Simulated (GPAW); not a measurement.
The system is C.

```xyz
8
Lattice="2.5221 0.0000 0.0000 -1.2611 2.1842 0.0000 0.0000 0.0000 8.2371" Properties=species:S:1:pos:R:3 pbc="T T T"
C     1.2611    0.7281    6.9501
C     0.0000    1.4561    2.8315
C     1.2611    0.7281    5.4056
C     0.0000    1.4561    1.2870
C     0.0000    0.0000    7.4649
C     0.0000    0.0000    3.3463
C     0.0000    0.0000    4.8908
C     0.0000    0.0000    0.7722
```

This is a hexagonal form of diamond, not graphite.

Program: GPAW 26.7.0. Alike in all runs: no spin polarisation; cell as given; cutoff (eV) 800; smearing fermi-dirac 0.05 eV.

Problem. Order these runs on this cell by their band gap on the k mesh, lowest first.
A. level TB-mBJ; potentials or basis GPAW PAW data sets for LDA (gpaw-data 1.2.1), pw; k mesh 8 × 8 × 2
B. level revTPSS; potentials or basis GPAW PAW data sets (gpaw-data 1.2.1), pw; k mesh 7 × 7 × 2; band path GMKGALHA,LM,KH; band points 60; eigensolver davidson
C. level PW91; potentials or basis PAW data sets generated in the run's folder for this functional, pw; k mesh 7 × 7 × 2; band path GMKGALHA,LM,KH; band points 100
D. level MS2; potentials or basis GPAW PAW data sets (gpaw-data 1.2.1), pw; k mesh 7 × 7 × 2; band path GMKGALHA,LM,KH; band points 60
E. level r2SCAN; potentials or basis GPAW PAW data sets (gpaw-data 1.2.1), pw; k mesh 7 × 7 × 2; band path GMKGALHA,LM,KH; band points 100

Solution. B (4.26 eV), C (4.46 eV), E (4.64 eV), D (4.99 eV), A (5.24 eV).

Caveats: a model potential gives levels but no total energy (some runs).

A k mesh can miss the band edges.

Not every run made on this cell is shown here.
